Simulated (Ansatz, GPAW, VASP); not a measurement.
One calculation of PbSe, 4 ways

```xyz
2
Lattice="0.0000 3.0606 3.0606 3.0606 0.0000 3.0606 3.0606 3.0606 0.0000" Properties=species:S:1:pos:R:3 pbc="T T T"
Pb    0.0000    0.0000    0.0000
Se    3.0606    3.0606    3.0606
```

Alike in all runs: task single point; functional PBE; k mesh 8 × 8 × 8; occupations gaussian, width 0.02 eV; no spin polarisation; no spin-orbit coupling. Pressure is positive in compression and, in plane waves, holds the error of the finite cutoff.

| program and potentials | plane-wave cutoff (eV) | notes | band gap (eV) | pressure (GPa) |
| --- | --- | --- | --- | --- |
| Ansatz, all-electron LAPW, scalar-relativistic | - | - | 0.28 | 2.43 |
| GPAW, GPAW PAW data sets (gpaw-data 1.2.1) | 600 | 10 valence electrons an atom on average | 0.24 | 2.22 |
| VASP, PBE PAW files Pb_d, Se, 520 eV | 520 | 10 valence electrons an atom on average | 0.29 | 2.40 |
| VASP, PBE PAW files Pb, Se, 500 eV | 500 | 5 valence electrons an atom on average | 0.29 | 2.17 |

The band gap spans 0.24 (GPAW, GPAW PAW data sets (gpaw-data 1.2.1)) to 0.29 eV (VASP, PBE PAW files Pb_d, Se, 520 eV), with all-electron results at 0.28. The pressure spans 2.17 (VASP, PBE PAW files Pb, Se, 500 eV) to 2.43 GPa (Ansatz, all-electron LAPW, scalar-relativistic), with all-electron results at 2.43. Spin-orbit coupling, left out here, moves the band edges of heavy atoms.

The functional is the same throughout but for its coding, so the spread measures potentials, basis and numerics; runs on potential files found faulty are left out.

All four runs give a narrow-gap semiconductor under compression at this cell, so PBE would favour a larger lattice, in line with its usual underbinding of heavy-element solids. In rock-salt PbSe the gap lies at L. The valence edge there is Se 4p pushed up by antibonding mixing with the Pb 6s lone pair, and the conduction edge is mainly Pb 6p. Compression strengthens the s-p repulsion and narrows the gap, so relaxing the cell would probably widen it.

Treating Pb 5d as valence leaves the VASP gap at 0.29 eV, as expected for a deep shell that contributes little to either edge. The pressure does change, but 5d relaxation can't be separated from the change in cutoff.

The closeness of these gaps to experiment is probably fortuitous: spin-orbit coupling would lower the Pb 6p edge and shrink the gap strongly, while semilocal exchange already makes it too small. Agreement between the codes therefore supports their numerical consistency, not the predicted size of the physical gap.
